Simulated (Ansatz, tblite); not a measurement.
# PbI₂ with GFN2-xTB from a Python script

These are simulated results from tblite 0.8.0, not measurements. The cell began as a measured structure and was relaxed with r2SCAN+rVV10 in plane waves (Ansatz 0.2.0). All runs are without spin polarisation.

Space group P-3m1 (No. 164), trigonal; conventional cell a = 4.566 Å, c = 7.041 Å, 42.37 Å³ an atom. Pb has 6 I at 3.24 Å; I has 3 Pb at 3.24 Å.

tblite solves periodic systems at the zone centre alone, so the script builds a cluster of 3×3×2 conventional cells (54 atoms), which folds in a coarse mesh of k points.

run.py reads:

```python
import json
from ase import Atoms
from ase.build import make_supercell
from ase.units import Bohr, GPa, Hartree
from tblite.interface import Calculator

atoms = Atoms(['Pb', 'I', 'I'],
              cell=[[4.565726, -0.0, 0.0], [-2.282863, 3.954035, -0.0], [0.0, -0.0, 7.041082]],
              scaled_positions=[[0.0, -0.0, -0.0], [0.333333, 0.666667, 0.266779], [0.666667, 0.333333, 0.733221]],
              pbc=True)
cluster = make_supercell(atoms, [[3, 0, 0], [0, 3, 0], [0, 0, 2]])
calc = Calculator('GFN2-xTB', cluster.numbers, cluster.positions / Bohr, lattice=cluster.cell[:] / Bohr, periodic=cluster.pbc)
calc.set('temperature', 0.02 / Hartree)
calc.set('max-iter', 150)
res = calc.singlepoint()
levels = res.get('orbital-energies') * Hartree
nv = round(res.get('orbital-occupations').sum() / 2)
cells = len(cluster) // len(atoms)
out = {'energy_per_cell': res.get('energy') * Hartree / cells, 'homo': levels[nv - 1], 'lumo': levels[nv],
       'stress': (-res.get('virial') * Hartree / cluster.get_volume() / GPa).tolist(), 'charges': res.get('charges')[:len(atoms)].tolist(), 'electrons': 2 * nv / cells}
json.dump(out, open('results.json', 'w'))
for key, value in out.items():
    print(key, value)
```

Command: `python run.py`. It took 4.2 s on 1 thread of Intel(R) Xeon(R) 6975P-C (Granite Rapids), with other jobs on the host, peak memory 0.11 GiB.

What it printed:

```
------------------------------------------------------------
  cycle        total energy    energy error   density error
------------------------------------------------------------
      1     -180.7275948369  -1.8082125E+02   2.6433114E-01
      2     -182.4952739150  -1.7676791E+00   5.4354425E-02
      3     -182.4971153905  -1.8414755E-03   3.5234644E-02
      4     -182.4973028223  -1.8743180E-04   3.4491391E-03
      5     -182.4972686806   3.4141709E-05   2.4211967E-03
      6     -182.4974591438  -1.9046317E-04   3.3245954E-04
      7     -182.4974598103  -6.6646069E-07   1.9886933E-04
      8     -182.4974608271  -1.0168384E-06   6.4257278E-05
      9     -182.4974609088  -8.1703575E-08   3.1863022E-05
     10     -182.4974609317  -2.2863588E-08   6.8624344E-06
------------------------------------------------------------

 total:                                   3.533 sec
energy_per_cell -275.88938099324963
homo -11.141700014147826
lumo -6.45895177151926
stress [[-2.392800291068893, -1.749691908079059e-05, 2.2520089776414565e-05], [-1.7496919080789e-05, -2.392822894133229, -1.5825073667555548e-05], [2.2520089776360653e-05, -1.5825073667510624e-05, -3.915420297902319]]
charges [0.5091754177585295, -0.25459242674302723, -0.25459324698015073]
electrons 18.0
```

The cycle table is in hartree for the whole cluster, and the lines after it are in eV (the energy for one cell). The printed stress is in GPa and positive in compression, and the pressure is its mean diagonal.

GFN2-xTB gives a gap of 4.68 eV. On the same cell, plane-wave PBE (Ansatz, 6×6×4 k points and the special points) gives a gap of 2.23 eV and r2SCAN a gap of 2.62 eV; on shared hosts these took about 4.3 and 9.1 core-seconds on the 3-atom cell, against 4.2 for the script. Spin-orbit coupling, left out in all these runs, can cut or reorder the gap by tenths of an eV, up to about 1 eV with Pb or Bi. xTB was fitted to molecules, so gaps, charges and pressures of solids can be far off, and the gap also depends on the size of the cluster.

The same script was run on cells scaled at fixed shape and fractional coordinates:

```csv
volume (Å³/atom),energy (meV/atom),"pressure (GPa, positive in compression)",gap (eV)
37.29,-36.6,1.06,4.83
39.83,-33.7,-1.27,4.79
42.37,0.0,-2.90,4.68
44.91,55.2,-4.01,4.52
47.46,125.1,-4.74,4.32
```

A Birch-Murnaghan fit puts the minimum at 38.33 Å³/atom, 9.5 % below the given cell, with a bulk modulus of 36 GPa at fixed shape.

xTB was fitted mostly to molecules, and a small cluster samples few k points, so gaps, pressures and kinks along a curve can be far from a solid's.

Spin-orbit coupling is left out; in compounds of Pb, Bi, Tl or Hg it can lower a gap by up to about 1 eV, split its edges or invert the bands.
